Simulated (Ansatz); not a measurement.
Crystal: Ir.

```
Ir
1.0
     2.75138    0.00000    0.00000
    -1.37569    2.38276    0.00000
     0.00000    0.00000    4.46229
Ir
2
Direct
  0.33333 0.66667 0.25000
  0.66667 0.33333 0.75000
```

This isn't the form of Ir at room conditions, which is fcc.

Base run:

| Item | Value |
| --- | --- |
| Program | Ansatz 0.2.0 |
| Functional | PBE |
| Potentials or basis | Ansatz PAW |
| Cutoff | 420 eV (not typed: the program's choice for these potentials) |
| k mesh | 8 × 8 × 5 |
| Occupations | fermi-dirac, width 0.05 eV |
| Spin | spin-orbit coupling, no magnetisation |

Its results: band gap on the k mesh none (metal or under the smearing width); pressure 0.0 GPa.

**Question.** The run is repeated on the same cell with these changes: functional from PBE to LDA. What comes out?

**Answer.** Band gap on the k mesh none (metal or under the smearing width); pressure -16.4 GPa.

LDA binds more tightly than PBE, so the same cell stands under less pressure.

Caveats: so large a pressure means that the cell lies far from this level's equilibrium, or that cutoff or potentials fall short (some runs); the PAW data sets come from PBE, with cores solved anew for the run's functional, which leaves a small shift of forces and pressure (some runs).
